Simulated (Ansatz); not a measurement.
Crystal: ZnS.

```
CELL_PARAMETERS angstrom
0.00000 2.70200 2.70200
2.70200 0.00000 2.70200
2.70200 2.70200 0.00000
ATOMIC_POSITIONS crystal
Zn 0.75000 0.75000 0.75000
S 0.00000 0.00000 0.00000
```

Base run:

* Program: Ansatz 0.2.0
* Functional: HSE06 form with a typed share of exact exchange
* Potentials or basis: Ansatz PAW
* Cutoff: 420 eV (not typed: the program's choice for these potentials)
* k mesh: 5 × 5 × 5
* Occupations: fermi-dirac, width 0.05 eV
* Spin: no spin polarisation

Its results: band gap on the k mesh 2.85 eV, direct; pressure 1.2 GPa.

Problem. The run is repeated on the same cell with these changes: share of exact exchange from 0.15 to 0.2. What comes out?

Solution. Band gap on the k mesh 3.10 eV, direct; pressure 1.1 GPa.

Caveats: odd divisions of the mesh miss points on the zone boundary, where band edges often lie, so the gap on the mesh can be too wide; the PAW data sets come from PBE, with cores solved anew for the run's functional, which leaves a small shift of forces and pressure; the thresholds are loose for stress.

